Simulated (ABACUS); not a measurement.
HgTe (Coloradoite):

```
Hg Te
1.0
     0.00000    3.21450    3.21450
     3.21450    0.00000    3.21450
     3.21450    3.21450    0.00000
Hg Te
1 1
Direct
  0.00000 0.00000 0.00000
  0.75000 0.75000 0.75000
```

- Program: ABACUS 3.10.1
- Task: relaxation of cell and atoms
- Functional: B86bPBE
- Potentials or basis: SPMS ONCV 1.0 PBE
- Cutoff: 1129 eV
- Density cutoff: 4517 eV
- Basis: plane waves
- k mesh: 6 × 6 × 6
- Occupations: fermi-dirac, width 0.05 eV
- Spin: no spin polarisation

At the start: pressure 5.0 GPa; volume 33.22 Å³/atom.

**Question.** Where does the relaxation end?

**Answer.** Over 4 steps the energy falls by 55.5 meV/atom and the volume is 37.16 Å³/atom (+11.9 %); space group F-43m (No. 216, to 0.05 Å).

Step by step:
| step | energy change (eV) | largest force (eV/Å) | pressure (GPa) | volume (Å³) |
| --- | --- | --- | --- | --- |
| 1 | 0.0000 | 0.0000 | 5.03 | 66.43 |
| 2 | -0.0969 | 0.0000 | -1.30 | 77.69 |
| 3 | -0.1105 | 0.0000 | -0.24 | 74.92 |
| 4 | -0.1109 | 0.0000 | 0.02 | 74.32 |

Final structure:
```
CELL_PARAMETERS angstrom
0.00000 3.33704 3.33704
3.33704 0.00000 3.33704
3.33704 3.33704 0.00000
ATOMIC_POSITIONS crystal
Hg 0.00000 0.00000 0.00000
Te 0.75000 0.75000 0.75000
```

Caveat: the potentials were made for another functional, which shifts forces and pressure; the volume moved by +12 % from the deposited cell, more than functionals usually miss.
